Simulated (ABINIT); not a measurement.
Runs of ABINIT 10.8.3 (patched build) on AlN. The structure is cubic, space group F-43m (No. 216). Conventional cell: a = 4.368 Å, b = 4.368 Å, c = 4.368 Å, α = 90.00°, β = 90.00°, γ = 90.00°. Around Al (site symmetry -43m) lie 4 N at 1.89 Å. N (site symmetry -43m) is surrounded by 4 Al at 1.89 Å. Measurements of this composition are mostly on another form, of space group No. 186.

```csv
task,level,potentials or basis,k mesh,cutoff (eV),fine-grid cutoff,mesh quality,gap on the mesh (eV),pressure (GPa),V0 of scaled cells (Å³/atom),B0 (GPa)
equation of state,PBEsol,JTH PAW PBE v2.0,10 × 10 × 10,544,1088.46 eV,not flagged,-,-,10.53,204
band structure,r2SCAN,SPMS NC PBE v1.0,10 × 10 × 10,1116,-,not flagged,(d),(c),-,-
equation of state,PBE,JTH PAW PBE v2.0,10 × 10 × 10,680,1278.94 eV,not flagged,-,-,10.70,194
band structure,PBEsol,PseudoDojo NC SR PBEsol v0.4 stringent,10 × 10 × 10,1143,-,not flagged,(b),1.2,-,-
equation of state,LDA-VWN,PseudoDojo NC SR LDA v0.4.1 standard,10 × 10 × 10,1143,-,not flagged,-,-,10.16,210
band structure,LDA-PZ,JTH PAW LDA v2.0,10 × 10 × 10,680,1278.94 eV,not flagged,(a),-,-,-
single point,PBEsol,JTH PAW PBE v2.0,4 × 4 × 4,680,1278.94 eV,coarse,3.13,-,-,-
band structure,PBE,SG15 NC PBE v1.2,10 × 10 × 10,1143,-,not flagged,3.34,4.2,-,-
```

Alike in all rows: no spin polarisation; cell as given; smearing fermi-dirac 0.05 eV.

Estimate the missing entries.

(a) 3.23; (b) 3.19; (c) 4.0; (d) 3.86.

Caveats: some runs use coarse meshes; pressures at fixed basis lie under the slope of the energies (some runs); the PAW data sets were made with another functional, which shifts forces and pressure a little (some runs); a meta-GGA on potentials with a model core is unreliable (some runs); a meta-GGA on norm-conserving files made for a GGA shifts volumes by about 1 % (some runs); the potentials were made for another functional, which shifts forces and pressure (some runs).

A k mesh can miss the band edges.

The runs don't all hold the same shells in valence.
